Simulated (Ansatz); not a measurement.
Se:

```xyz
3
Lattice="4.3662 0.0000 0.0000 -2.1831 3.7812 0.0000 0.0000 0.0000 4.9536" Properties=species:S:1:pos:R:3 pbc="T T T"
Se    1.6910    2.9289    0.0000
Se   -0.4921    0.8523    3.3024
Se    0.9841    0.0000    1.6512
```

| Item | Value |
| --- | --- |
| Program | Ansatz 0.2.0 |
| Task | relaxation of cell and atoms |
| Functional | PBEsol |
| Dispersion | D3(BJ) |
| Potentials or basis | Ansatz PAW |
| Cutoff | 420 eV (not typed: the program's choice for these potentials) |
| k mesh | 7 × 7 × 6 |
| Occupations | fermi-dirac, width 0.05 eV |
| Spin | no spin polarisation |

At the start: volume 27.26 Å³/atom.

Task: How do energy, volume and symmetry change on relaxing?

Result: It ends after 7 steps and the volume is 22.39 Å³/atom (-17.9 %); space group P3_121 (No. 152, to 0.05 Å).

The path:
```tsv
step	energy change (eV)	largest force (eV/Å)	volume (Å³)
1	0.0000	0.2813	81.78
2	-0.1222	0.3136	72.78
3	-0.1975	0.1590	67.30
4	-0.2118	0.0018	65.75
5	-0.2158	0.0017	67.33
6	-0.2158	0.0002	67.17
7	-0.2148	0.0000	67.17
```

Final structure:
```
CELL_PARAMETERS angstrom
3.88396 0.00000 0.00000
-1.94198 3.36361 0.00000
0.00000 0.00000 5.14154
ATOMIC_POSITIONS crystal
Se 0.73896 0.73896 0.00000
Se 0.00000 0.26104 0.66667
Se 0.26104 0.00000 0.33333
```

Caveat: the volume moved by over 15 % at a fixed basis, so the end points are rough; the plane-wave basis is chosen anew once the cell has moved, so the energies of steps on either side of that aren't comparable; the volume moved by -18 % from the deposited cell, more than functionals usually miss; the PAW data sets come from PBE, with cores solved anew for the run's functional, which leaves a small shift of forces and pressure.
